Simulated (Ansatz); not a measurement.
# twin(10-12) boundary in hcp Ru with N (interstitial): structure and resistance

Aim: the relaxed structure and the specific resistance of the twin(10-12) boundary in hcp Ru with N (interstitial).

Main program and level: Ansatz 0.2.0; Ansatz plane-wave DFT, PBE, PAW files; relaxation of a bicrystal slab with its lowest layers held; PAW set soft_1, in the first sound run; inputs show where later runs differ.

## 1. The starting structure

The cell holds 26 atoms: 25 Ru and 1 N. Its edges and angles: a = 6.348 Å, b = 2.706 Å, c = 30.744 Å, α = 90.0°, β = 90.0°, γ = 90.0°. It derives from Ru. built on the (1 0 2) plane; 1 overlapping atoms removed and the grains opened by 0.25 Å. Vacuum lies along c.

## 2. Relaxing the bicrystal

The boundary is built by mirroring the lower grain in the boundary plane and removing any atoms that overlap; then the N is put in at the boundary. A thin bicrystal slab is relaxed first, with the lowest layers held and the upper grain free to shift and open.

The input, input.yaml:

```yaml
crystal:
  lattice:
    - [6.3481279548, 0.0, 0.0]
    - [0.0, 2.7058, 0.0]
    - [0.0, 0.0, 30.7438509922]
  atoms:
    - { symbol: Ru, position: [0.112577786, 0.4166666667, 0.1626341476] }
    - { symbol: Ru, position: [0.4309007479, 0.9166666666, 0.1969083729] }
    - { symbol: Ru, position: [0.8400622288, 0.9166666667, 0.2140454855] }
    - { symbol: Ru, position: [0.1583851907, 0.4166666666, 0.2483197108] }
    - { symbol: Ru, position: [0.5675466716, 0.4166666667, 0.2654568235] }
    - { symbol: Ru, position: [0.8858696335, 0.9166666666, 0.2997310488] }
    - { symbol: Ru, position: [0.2950311144, 0.9166666667, 0.3168681614] }
    - { symbol: Ru, position: [0.6133540763, 0.4166666666, 0.3511423867] }
    - { symbol: Ru, position: [0.0225155572, 0.4166666667, 0.3682794994] }
    - { symbol: Ru, position: [0.3408385191, 0.9166666666, 0.4025537246] }
    - { symbol: Ru, position: [0.75, 0.9166666667, 0.4196908373] }
    - { symbol: Ru, position: [0.0683229619, 0.4166666666, 0.4539650626] }
    - { symbol: "N", position: [0.5, 0.4166666667, 0.4539650626] }
    - { symbol: Ru, position: [0.75, 0.9166666667, 0.4963709952] }
    - { symbol: Ru, position: [0.3408385191, 0.9166666666, 0.5135081079] }
    - { symbol: Ru, position: [0.0225155572, 0.4166666667, 0.5477823332] }
    - { symbol: Ru, position: [0.6133540763, 0.4166666666, 0.5649194458] }
    - { symbol: Ru, position: [0.2950311144, 0.9166666667, 0.5991936711] }
    - { symbol: Ru, position: [0.8858696335, 0.9166666666, 0.6163307838] }
    - { symbol: Ru, position: [0.5675466716, 0.4166666667, 0.6506050091] }
    - { symbol: Ru, position: [0.1583851907, 0.4166666666, 0.6677421217] }
    - { symbol: Ru, position: [0.8400622288, 0.9166666667, 0.702016347] }
    - { symbol: Ru, position: [0.4309007479, 0.9166666666, 0.7191534597] }
    - { symbol: Ru, position: [0.112577786, 0.4166666667, 0.7534276849] }
    - { symbol: Ru, position: [0.7034163051, 0.4166666666, 0.7705647976] }
    - { symbol: Ru, position: [0.3850933432, 0.9166666667, 0.8048390229] }
kpoints:
  mp_grid: { grid: [4, 9, 1] }
hamiltonian:
  xc: pbe
  pseudopotentials: { kind: paw, azcp: { folder: soft_1 } }
scf:
  occupations: { method: fermi_dirac, width: 0.1 }
relax:
  f_tol: 0.03
  max_steps: 80
  constraints: [{ sites: [0, 1, 2, 3] }]
```

The run is started by

```sh
ansatz run input.yaml --threads 8 --pin off --max-ram 15360MiB --backend cpu --events-out ev --progress --plain --runs-dir out
```

Numbers of over 12 decimals in the logs are rounded to 6 here.

The program printed:

```text
Engine: ansatz 0.2.0, x86_64-unknown-linux-gnu
Pseudopotentials: kind: paw
Pseudopotential: Ru, paw, valence charge 16, recommended cutoff 420 eV (normal), soft_1/Ru.paw.azcp
Pseudopotential: N, paw, valence charge 5, recommended cutoff 420 eV (normal), soft_1/N.paw.azcp
Functional definition: PBE
  parameter kappa = 0.804
  parameter beta = 0.066725
  exchange = pbe_x(kappa = kappa, mu = beta*pi^2/3)
  correlation = pbe_c(beta = beta)
Crystal: 26 atoms, lattice volume = 528.080 Å³
Basis set: ecut = 420 eV, 10363 PW (Γ), exchange–correlation on 90×40×432 points (8 copies of the dense FFT grid, shifted against one another)
Bands: 243, of which v1, the nominal top of the filled ones, is band 203 counted from 1 (202 counted from 0)
Symmetry: 2 space group operations
Space group: Pm (ITA 6), of the structure as read, at distance tolerance 8.1e-5 Å
k-points: 15 of 36 (time reversal used)
Non-local potential: Ru, projectors of the file, l = 0: 3, l = 1: 2, l = 2: 2, l = 3: 1
Non-local potential: N, projectors of the file, l = 0: 2, l = 1: 2, l = 2: 1
PAW form: soft (Blöchl's): semilocal exchange-correlation on the pseudo side does not see the compensation charge
PAW one-centre angular grid: Ru, 590 points (default); XC on 64 Gauss nodes
PAW one-centre angular grid: N, 110 points (default); XC on 64 Gauss nodes
Initial density: superposition of atomic densities (neutral atoms: chi_scale 0, normalization atom)
Initial wavefunctions: pseudopotential atomic-orbital guess
Functional: x = pbe(κ = 0.804, μ = 0.219515), c = pbe(β = 0.066725)
SCF iter   1: F=—  HF=-147359.628396 eV  |F-HF|=—  |Δ(HF+E_count)|=         —  Δρ=1.01e-1  dr2=1.14e2  ethr=3.10e-3  ⟨swp⟩=7.5  Hψ=14181  notcnv=0
preconditioner: auto → LDOS  [metal: Δε(μ)=0.010 eV  Ē_g=5.112 eV  σ=0.100 eV  W_gap=0.03  n_scr=154 (ndim 8)  ℏωp=23.1 eV  f_vac=0.298  D(μ)=23.57/eV (n_scr^D=204)  β→1.0]
SCF iter   2: F=—  HF=-147361.652554 eV  |F-HF|=—  |Δ(HF+E_count)|=    2.02e0  Δρ=1.03e-1  dr2=9.31e1  ethr=3.10e-3  ⟨swp⟩=4.0  Hψ=10166  notcnv=0  defer=11
SCF iter   3: F=—  HF=-147342.462567 eV  |F-HF|=—  |Δ(HF+E_count)|=    1.92e1  Δρ=7.73e-3  dr2=3.93e-1  ethr=3.10e-3  ⟨swp⟩=3.0  Hψ=9122  notcnv=0  defer=32
SCF iter   4: F=—  HF=-147342.378632 eV  |F-HF|=—  |Δ(HF+E_count)|=   8.39e-2  Δρ=3.60e-3  dr2=1.56e-1  ethr=9.71e-5  ⟨swp⟩=3.3  Hψ=8591  notcnv=0  defer=31
SCF iter   5: F=—  HF=-147342.347089 eV  |F-HF|=—  |Δ(HF+E_count)|=   3.15e-2  Δρ=1.14e-3  dr2=2.33e-2  ethr=3.85e-5  ⟨swp⟩=2.0  Hψ=5242  notcnv=0  defer=31
SCF iter   6: F=—  HF=-147342.347427 eV  |F-HF|=—  |Δ(HF+E_count)|=   3.38e-4  Δρ=4.29e-4  dr2=1.80e-3  ethr=5.76e-6  ⟨swp⟩=2.1  Hψ=5400  notcnv=0  defer=31
SCF iter   7: F=—  HF=-147342.348651 eV  |F-HF|=—  |Δ(HF+E_count)|=   1.22e-3  Δρ=1.42e-4  dr2=4.30e-4  ethr=4.44e-7  ⟨swp⟩=2.6  Hψ=5928  notcnv=0  defer=31
SCF iter   8: F=—  HF=-147342.348651 eV  |F-HF|=—  |Δ(HF+E_count)|=   2.94e-7  Δρ=6.07e-5  dr2=6.98e-5  ethr=1.06e-7  ⟨swp⟩=2.1  Hψ=5235  notcnv=0  defer=31
SCF iter   9: F=-147342.348658 eV  HF=-147342.348662 eV  |F-HF|=4.43e-6  |Δ(HF+E_count)|=   1.12e-5  Δρ=2.61e-5  dr2=8.33e-6  ethr=5.56e-9  ⟨swp⟩=5.0  Hψ=12768  notcnv=0
SCF 1 converged in 9 iterations: F = -147342.348658 eV  dr2 = 8.33e-6
  greatest PAW one-centre occupation: 1.000 electrons in one spin orbital (limit 2), on the Ru atom at site 7 (counted from 0), in its partial waves of l = 0
relax step   1: F+E_penalty+E_count = -147342.34865779 eV  Δ(F+E_penalty+E_count) = +0.000e0 eV  max|allowed force component| = 2.455e0 eV/Å  Δτ_max = 0.0000 Å  (9 SCF iters, dr2 threshold 2.25e-5 eV, accepted)
Initial density: handed on by an earlier stage of this run
Initial wavefunctions: those handed on with the density
iter 1 solved again at ethr=5.10e-4 eV; its pass at ethr=3.10e-3 eV (dr2=2.07e0 eV) is discarded
SCF iter   1: F=—  HF=-147343.022150 eV  |F-HF|=—  |Δ(HF+E_count)|=         —  Δρ=1.29e-2  dr2=2.09e0  ethr=5.10e-4  ⟨swp⟩=1.0  Hψ=13811  notcnv=0  defer=10
preconditioner: auto → LDOS  [metal: Δε(μ)=0.003 eV  Ē_g=4.700 eV  σ=0.100 eV  W_gap=0.01  n_scr=154 (ndim 8)  ℏωp=23.1 eV  f_vac=0.303  D(μ)=25.72/eV (n_scr^D=222)  β→1.0]
SCF iter   2: F=—  HF=-147342.955344 eV  |F-HF|=—  |Δ(HF+E_count)|=   6.68e-2  Δρ=5.93e-3  dr2=2.51e-1  ethr=5.10e-4  ⟨swp⟩=2.0  Hψ=5747  notcnv=0  defer=10
SCF iter   3: F=—  HF=-147342.917646 eV  |F-HF|=—  |Δ(HF+E_count)|=   3.77e-2  Δρ=2.59e-3  dr2=7.10e-2  ethr=6.20e-5  ⟨swp⟩=3.0  Hψ=8418  notcnv=0  defer=10
SCF iter   4: F=—  HF=-147342.899579 eV  |F-HF|=—  |Δ(HF+E_count)|=   1.81e-2  Δρ=4.82e-4  dr2=1.23e-3  ethr=1.75e-5  ⟨swp⟩=2.1  Hψ=5456  notcnv=0  defer=14
SCF iter   5: F=—  HF=-147342.899319 eV  |F-HF|=—  |Δ(HF+E_count)|=   2.60e-4  Δρ=1.39e-4  dr2=1.31e-4  ethr=3.04e-7  ⟨swp⟩=3.5  Hψ=7955  notcnv=0  defer=14
SCF iter   6: F=-147342.899386 eV  HF=-147342.899390 eV  |F-HF|=4.35e-6  |Δ(HF+E_count)|=   7.12e-5  Δρ=5.67e-5  dr2=2.91e-5  ethr=2.47e-8  ⟨swp⟩=3.0  Hψ=13905  notcnv=0
SCF 2 converged in 6 iterations: F = -147342.899386 eV  dr2 = 2.91e-5
  greatest PAW one-centre occupation: 1.000 electrons in one spin orbital (limit 2), on the Ru atom at site 25 (counted from 0), in its partial waves of l = 0
relax step   2: F+E_penalty+E_count = -147342.89938600 eV  Δ(F+E_penalty+E_count) = -5.507e-1 eV  max|allowed force component| = 1.598e0 eV/Å  Δτ_max = 0.1987 Å  (6 SCF iters, dr2 threshold 1.00e-4 eV, accepted)
SCF iter   1: F=—  HF=-147343.147077 eV  |F-HF|=—  |Δ(HF+E_count)|=         —  Δρ=6.07e-3  dr2=2.93e-1  ethr=1.60e-3  ⟨swp⟩=4.3  Hψ=7224  notcnv=0  defer=17
preconditioner: auto → LDOS  [metal: Δε(μ)=0.011 eV  Ē_g=4.708 eV  σ=0.100 eV  W_gap=0.03  n_scr=154 (ndim 8)  ℏωp=23.1 eV  f_vac=0.303  D(μ)=25.57/eV (n_scr^D=218)  β→1.0]
SCF iter   2: F=—  HF=-147343.128210 eV  |F-HF|=—  |Δ(HF+E_count)|=   1.89e-2  Δρ=3.00e-3  dr2=8.65e-2  ethr=7.24e-5  ⟨swp⟩=2.2  Hψ=6281  notcnv=0  defer=19
SCF iter   3: F=—  HF=-147343.115240 eV  |F-HF|=—  |Δ(HF+E_count)|=   1.30e-2  Δρ=8.95e-4  dr2=8.98e-3  ethr=2.14e-5  ⟨swp⟩=3.7  Hψ=7785  notcnv=0  defer=19
SCF iter   4: F=—  HF=-147343.113504 eV  |F-HF|=—  |Δ(HF+E_count)|=   1.74e-3  Δρ=2.59e-4  dr2=9.44e-4  ethr=2.22e-6  ⟨swp⟩=2.1  Hψ=5457  notcnv=0  defer=19
SCF iter   5: F=—  HF=-147343.113343 eV  |F-HF|=—  |Δ(HF+E_count)|=   1.61e-4  Δρ=5.75e-5  dr2=5.28e-5  ethr=2.33e-7  ⟨swp⟩=2.3  Hψ=5639  notcnv=0  defer=19
SCF iter   6: F=-147343.113340 eV  HF=-147343.113344 eV  |F-HF|=4.14e-6  |Δ(HF+E_count)|=   1.56e-6  Δρ=2.12e-5  dr2=5.71e-6  ethr=1.30e-8  ⟨swp⟩=4.5  Hψ=11720  notcnv=0
SCF 3 converged in 6 iterations: F = -147343.113340 eV  dr2 = 5.71e-6
  greatest PAW one-centre occupation: 1.000 electrons in one spin orbital (limit 2), on the Ru atom at site 10 (counted from 0), in its partial waves of l = 0
relax step   3: F+E_penalty+E_count = -147343.11334023 eV  Δ(F+E_penalty+E_count) = -2.140e-1 eV  max|allowed force component| = 6.340e-1 eV/Å  Δτ_max = 0.1256 Å  (6 SCF iters, dr2 threshold 1.00e-4 eV, accepted)
[... from here on, the SCF cycles and remarks between the steps are left out ...]
relax step   4: F+E_penalty+E_count = -147343.17450769 eV  Δ(F+E_penalty+E_count) = -6.117e-2 eV  max|allowed force component| = 2.213e-1 eV/Å  Δτ_max = 0.1183 Å  (5 SCF iters, dr2 threshold 6.33e-5 eV, accepted)
relax step   5: F+E_penalty+E_count = -147343.23520933 eV  Δ(F+E_penalty+E_count) = -6.070e-2 eV  max|allowed force component| = 4.895e-1 eV/Å  Δτ_max = 0.1319 Å  (7 SCF iters, dr2 threshold 5.96e-6 eV, accepted)
relax step   6: F+E_penalty+E_count = -147343.26569144 eV  Δ(F+E_penalty+E_count) = -3.048e-2 eV  max|allowed force component| = 6.339e-1 eV/Å  Δτ_max = 0.1951 Å  (6 SCF iters, dr2 threshold 2.92e-5 eV, accepted)
relax step   7: F+E_penalty+E_count = -147343.27675878 eV  Δ(F+E_penalty+E_count) = -1.107e-2 eV  max|allowed force component| = 4.293e-1 eV/Å  Δτ_max = 0.1423 Å  (6 SCF iters, dr2 threshold 1.00e-4 eV, accepted)
relax step   8: F+E_penalty+E_count = -147343.31965013 eV  Δ(F+E_penalty+E_count) = -4.289e-2 eV  max|allowed force component| = 7.903e-2 eV/Å  Δτ_max = 0.0944 Å  (6 SCF iters, dr2 threshold 8.45e-5 eV, accepted)
relax step   9: F+E_penalty+E_count = -147343.32269261 eV  Δ(F+E_penalty+E_count) = -3.042e-3 eV  max|allowed force component| = 4.153e-2 eV/Å  Δτ_max = 0.0287 Å  (7 SCF iters, accepted)
relax step  10: F+E_penalty+E_count = -147343.32427674 eV  Δ(F+E_penalty+E_count) = -1.584e-3 eV  max|allowed force component| = 5.095e-2 eV/Å  Δτ_max = 0.0390 Å  (8 SCF iters, accepted)
relax step  11: F+E_penalty+E_count = -147343.32516990 eV  Δ(F+E_penalty+E_count) = -8.932e-4 eV  max|allowed force component| = 4.036e-2 eV/Å  Δτ_max = 0.0273 Å  (7 SCF iters, accepted)
relax step  12: F+E_penalty+E_count = -147343.32549716 eV  Δ(F+E_penalty+E_count) = -3.273e-4 eV  max|allowed force component| = 9.775e-3 eV/Å  Δτ_max = 0.0127 Å  (5 SCF iters, dr2 threshold 1.02e-6 eV, accepted)
iter 1 solved again at ethr=1.01e-10 eV; its pass at ethr=3.10e-3 eV (dr2=4.11e-7 eV) is discarded
SCF iter   1: F=—  HF=-147343.325478 eV  |F-HF|=—  |Δ(HF+E_count)|=         —  Δρ=9.93e-6  dr2=4.12e-7  ethr=1.01e-10  ⟨swp⟩=1.8  Hψ=8820  notcnv=0  defer=16
SCF iter   2: F=—  HF=-147343.325497 eV  |F-HF|=—  |Δ(HF+E_count)|=   1.90e-5  Δρ=4.45e-6  dr2=1.08e-7  ethr=1.01e-10  ⟨swp⟩=2.3  Hψ=7108  notcnv=0  defer=16
SCF iter   3: F=-147343.325497 eV  HF=-147343.325497 eV  |F-HF|=2.58e-8  |Δ(HF+E_count)|=   1.92e-8  Δρ=2.01e-6  dr2=3.89e-8  ethr=2.47e-11  ⟨swp⟩=5.0  Hψ=12694  notcnv=0
SCF 13 converged in 3 iterations: F = -147343.325497 eV  dr2 = 3.89e-8
relax step  13: F+E_penalty+E_count = -147343.32549739 eV  Δ(F+E_penalty+E_count) = -2.242e-7 eV  max|allowed force component| = 9.808e-3 eV/Å  Δτ_max = 0.0000 Å  (3 SCF iters, accepted)
SCF converged after 3 iterations
Free energy (F): -147343.325497 eV
Harris-Foulkes:  -147343.325497 eV  (|F-HF|=2.58e-8)
Internal energy: -147342.458781 eV  (E = F + TS)
E sigma→0 (E₀):  -147342.892139 eV
Entropy (-TS):   -0.866716 eV (-33.335 meV/atom)
Fermi energy:    13.614365 eV
--- Per-component energies (eV) ---
  E_band       = -5249.900764
  E_kinetic    = 11612.639833
  E_local      = -529564.750798  (includes V_loc(G=0)·N_el)
  E_nonlocal   = 10365.353760
  E_hartree    = 257472.954403
  E_xc         = -4296.586539
  E_vxc        = -5432.285898  (∫ρ·V_xc dr)
  E_paw        = -87669.235673  (= ΣΔE_a)
  E_vpaw       = -7176.783576  (= ΣTr[D̂ρ^β])
  E_aug_tail   = 0.016704  (compensation charges beyond the density's cutoff)
  E_ewald      = 194737.149530
  E_smearing   = -0.866716  (= −TS)
  E_closure    = -0.000000  (closes the sum)
  Σ components = -147343.325497   (vs F -147343.325497, Δ=0.00e0)
--- Forces (eV/Å), atoms counted from 1 ---
  atom   1  Ru     0.07304222     0.00000000     1.43669279
  atom   2  Ru    -0.55724680     0.00000000    -0.11020896
  atom   3  Ru     0.44314933     0.00000000    -0.40190502
  atom   4  Ru     0.03688724     0.00000000    -0.93246667
  atom   5  Ru    -0.00322240     0.00000000     0.00074621
  atom   6  Ru     0.00511099     0.00000000     0.00444545
  atom   7  Ru    -0.00514531     0.00000000     0.00666445
  atom   8  Ru    -0.00101508     0.00000000     0.00190304
  atom   9  Ru    -0.00449056     0.00000000    -0.00432232
  atom  10  Ru     0.00081461     0.00000000     0.00123166
  atom  11  Ru    -0.00048370     0.00000000    -0.00094007
  atom  12  Ru     0.00980761     0.00000000    -0.00309963
  atom  13  N      0.00346125     0.00000000    -0.00437592
  atom  14  Ru    -0.00589916     0.00000000     0.00396378
  atom  15  Ru     0.00031122     0.00000000     0.00036384
  atom  16  Ru     0.00137259     0.00000000     0.00000439
  atom  17  Ru    -0.00103196     0.00000000    -0.00193824
  atom  18  Ru     0.00470499     0.00000000     0.00394176
  atom  19  Ru     0.00022014     0.00000000     0.00064118
  atom  20  Ru    -0.00094690     0.00000000    -0.00157258
  atom  21  Ru     0.00173604     0.00000000    -0.00061009
  atom  22  Ru    -0.00097773     0.00000000     0.00076003
  atom  23  Ru    -0.00125509     0.00000000     0.00128868
  atom  24  Ru    -0.00051635     0.00000000     0.00144857
  atom  25  Ru     0.00094200     0.00000000    -0.00073600
  atom  26  Ru     0.00052039     0.00000000    -0.00190504
  max |Σ_I F_I| component: 1.50e-4 eV/Å
--- Relaxed structure (13 steps of the walk, 13 accepted, 0 SCFs on fresh bases) ---
  F+E_penalty+E_count = -147343.32549739 eV   max|allowed force component| = 9.808e-3 eV/Å
  atoms:
    - { symbol: Ru, position: [0.112577786, 0.416667, 0.162634] }
    - { symbol: Ru, position: [0.4309007479, 0.916667, 0.196908] }
    - { symbol: Ru, position: [0.840062, 0.916667, 0.214045] }
    - { symbol: Ru, position: [0.158385, 0.416667, 0.248320] }
    - { symbol: Ru, position: [0.567101, 0.416667, 0.264187] }
    - { symbol: Ru, position: [0.878509, 0.916667, 0.300053] }
    - { symbol: Ru, position: [0.287554, 0.916667, 0.318046] }
    - { symbol: Ru, position: [0.606058, 0.416667, 0.348785] }
    - { symbol: Ru, position: [0.025523, 0.416667, 0.369891] }
    - { symbol: Ru, position: [0.319581, 0.916667, 0.414928] }
    - { symbol: Ru, position: [0.733551, 0.916667, 0.415202] }
    - { symbol: Ru, position: [0.029020, 0.416667, 0.458999] }
    - { symbol: N, position: [0.544895, 0.416667, 0.448583] }
    - { symbol: Ru, position: [0.678386, 0.916667, 0.497709] }
    - { symbol: Ru, position: [0.264723, 0.916667, 0.513386] }
    - { symbol: Ru, position: [-0.043883, 0.416667, 0.546584] }
    - { symbol: Ru, position: [0.546117, 0.416667, 0.565476] }
    - { symbol: Ru, position: [0.226493, 0.916667, 0.599802] }
    - { symbol: Ru, position: [0.818520, 0.916667, 0.616590] }
    - { symbol: Ru, position: [0.501796, 0.416667, 0.650830] }
    - { symbol: Ru, position: [0.091152, 0.416667, 0.668596] }
    - { symbol: Ru, position: [0.774145, 0.916667, 0.702857] }
    - { symbol: Ru, position: [0.364133, 0.916667, 0.721153] }
    - { symbol: Ru, position: [0.050015, 0.416667, 0.755222] }
    - { symbol: Ru, position: [0.634502, 0.416667, 0.770472] }
    - { symbol: Ru, position: [0.318650, 0.916667, 0.802039] }
```

Elapsed: 16 min, on 8 threads of AMD EPYC (Zen 3), shared host; peak memory 5 GiB.

This run has no spin polarisation although its electron count is odd.

Step by step:

```
step  energy less that of the first step (eV)  largest force component (eV/Å)
   1                                   0.0000                          2.4554
   2                                  -0.5507                          1.5978
   3                                  -0.7647                          0.6340
   4                                  -0.8258                          0.2213
   5                                  -0.8866                          0.4895
   6                                  -0.9170                          0.6339
   7                                  -0.9281                          0.4293
   8                                  -0.9710                          0.0790
   9                                  -0.9740                          0.0415
  10                                  -0.9756                          0.0510
  11                                  -0.9765                          0.0404
  12                                  -0.9768                          0.0098
  13                                  -0.9768                          0.0098
```

The run keeps the 2 symmetry operations that it works with, so distortions that break them were not tested.

The atoms that moved most (Å):

```
atom      dx     dy      dz  length
Ru15  -0.483  0.000  -0.004   0.483
Ru14  -0.455  0.000   0.041   0.456
Ru25  -0.437  0.000  -0.003   0.437
Ru18  -0.435  0.000   0.019   0.435
Ru26  -0.422  0.000  -0.086   0.430
Ru23  -0.424  0.000   0.061   0.428
Ru19  -0.428  0.000   0.008   0.428
Ru21  -0.427  0.000   0.026   0.428
```

The relaxed structure:

```cif
data_structure
_symmetry_space_group_name_H-M 'P 1'
_symmetry_Int_Tables_number 1
_cell_length_a 6.3481
_cell_length_b 2.7058
_cell_length_c 30.7439
_cell_angle_alpha 90.000
_cell_angle_beta 90.000
_cell_angle_gamma 90.000
_cell_volume 528.08
loop_
_atom_site_label
_atom_site_type_symbol
_atom_site_fract_x
_atom_site_fract_y
_atom_site_fract_z
_atom_site_occupancy
Ru1 Ru 0.11258 0.41667 0.16263 1
Ru2 Ru 0.43090 0.91667 0.19691 1
Ru3 Ru 0.84006 0.91667 0.21405 1
Ru4 Ru 0.15839 0.41667 0.24832 1
Ru5 Ru 0.56710 0.41667 0.26419 1
Ru6 Ru 0.87851 0.91667 0.30005 1
Ru7 Ru 0.28755 0.91667 0.31805 1
Ru8 Ru 0.60606 0.41667 0.34878 1
Ru9 Ru 0.02552 0.41667 0.36989 1
Ru10 Ru 0.31958 0.91667 0.41493 1
Ru11 Ru 0.73355 0.91667 0.41520 1
Ru12 Ru 0.02902 0.41667 0.45900 1
N13 N 0.54490 0.41667 0.44858 1
Ru14 Ru 0.67839 0.91667 0.49771 1
Ru15 Ru 0.26472 0.91667 0.51339 1
Ru16 Ru 0.95612 0.41667 0.54658 1
Ru17 Ru 0.54612 0.41667 0.56548 1
Ru18 Ru 0.22649 0.91667 0.59980 1
Ru19 Ru 0.81852 0.91667 0.61659 1
Ru20 Ru 0.50180 0.41667 0.65083 1
Ru21 Ru 0.09115 0.41667 0.66860 1
Ru22 Ru 0.77414 0.91667 0.70286 1
Ru23 Ru 0.36413 0.91667 0.72115 1
Ru24 Ru 0.05002 0.41667 0.75522 1
Ru25 Ru 0.63450 0.41667 0.77047 1
Ru26 Ru 0.31865 0.91667 0.80204 1
```

Numbers from this step:

```yaml
free_energy: -147343.3255 eV
energy_at_zero_smearing: -147342.8921 eV
fermi_energy: 13.61 eV
```

The largest force component on a free atom ends at 0.0098 eV/Å, under the tolerance of 0.03, after 13 steps.

(Continued in part 2 of 2.)

[Logs are printed without paths, hosts, clocks, repeated set-up lines and the standing remarks that a program may print on its own settings, such as how far it seeks lower states.]

[Hosts, paths, dates, database ids (printed as entryN), source tags and the programs' standing remarks are cut or masked in the printed files.]
